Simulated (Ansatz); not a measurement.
# BaTiO3 (Barioperovskite): the cost of one run

Program: Ansatz 0.2.0. PAW datasets, plane waves. Spin-unpolarised throughout; all numbers are computed.

### 1 Starting point

The unstrained cell was relaxed with r2SCAN; in each strained cell the atoms were relaxed again with r2SCAN. Names of k-points are those of the unstrained zone, where strain can split equivalent points. First state: no strain.

Space group Amm2 (No. 38), orthorhombic; a = 3.963 Å, b = 5.715 Å, c = 5.748 Å in the conventional setting, 13.02 Å³ an atom. Ba has 12 O at 2.77–2.98 Å; Ti has 4 O at 1.85–1.99 Å; O has 2 Ti at 1.99 Å and 3 Ba at 2.77–2.86 Å; O has 1 Ti at 1.85 Å.

Coordinates:

```cif
data_structure
_symmetry_space_group_name_H-M 'Amm2'
_symmetry_Int_Tables_number 38
_cell_length_a 3.9634
_cell_length_b 5.7155
_cell_length_c 5.7484
_cell_angle_alpha 90.000
_cell_angle_beta 90.000
_cell_angle_gamma 90.000
_cell_volume 130.22
loop_
_atom_site_label
_atom_site_type_symbol
_atom_site_symmetry_multiplicity
_atom_site_Wyckoff_symbol
_atom_site_fract_x
_atom_site_fract_y
_atom_site_fract_z
_atom_site_occupancy
Ba1 Ba 2 a 0.00000 0.50000 0.50841 1
Ti1 Ti 2 b 0.50000 0.50000 0.02396 1
O1 O 2 a 0.00000 0.50000 0.99039 1
O2 O 4 e 0.50000 0.25691 0.23706 1
```

### 2 No strain: PBE

File input.yaml:

```yaml
crystal:
  lattice:
    - [3.963414398, 0.0, 0.0]
    - [0.0, 2.8577462615, 2.8742108424]
    - [0.0, -2.8577462615, 2.8742108424]
  atoms:
    - { symbol: Ba, position: [0.0, 0.0084123005, 0.0084123005] }
    - { symbol: Ti, position: [0.5, 0.5239607265, 0.5239607265] }
    - { symbol: O, position: [0.0, 0.4903884208, 0.4903884208] }
    - { symbol: O, position: [0.5, 0.4939726399, 0.9801459124] }
    - { symbol: O, position: [0.5, 0.9801459124, 0.4939726399] }
kpoints:
  mp_grid: { grid: [6, 6, 6] }
  band_path:
    path:
      - [0.0, 0.0, 0.0]
      - [0.0, 0.5, 0.5]
      - [0.0, 0.502855988, 0.497144012]
      - [0.0, 0.497144012, -0.497144012]
      - [0.5, 0.0, 0.0]
      - [0.5, 0.497144012, -0.497144012]
      - [0.5, 0.502855988, 0.497144012]
      - [0.5, 0.5, 0.5]
      - [0.0, 0.5, 0.0]
    npoints: 1
hamiltonian:
  xc: pbe
scf:
  occupations: { method: fermi_dirac, width: 0.02 }
  n_extra_bands: 5
output:
  forces: true
  stress: true
  eigenvalues: true
  write_density: true
  write_potential: true
  elf: true
  volumetric_format: npy
```

Command:

```console
> ansatz run input.yaml --threads 4 --pin off --max-ram 5529MiB --backend cpu --events-out ev --progress --plain --runs-dir out
```

Q: Estimate wall time and peak memory on 4 threads of Arm Neoverse V1, shared host.

About 3.7 s, with a peak of 0.45 GiB.
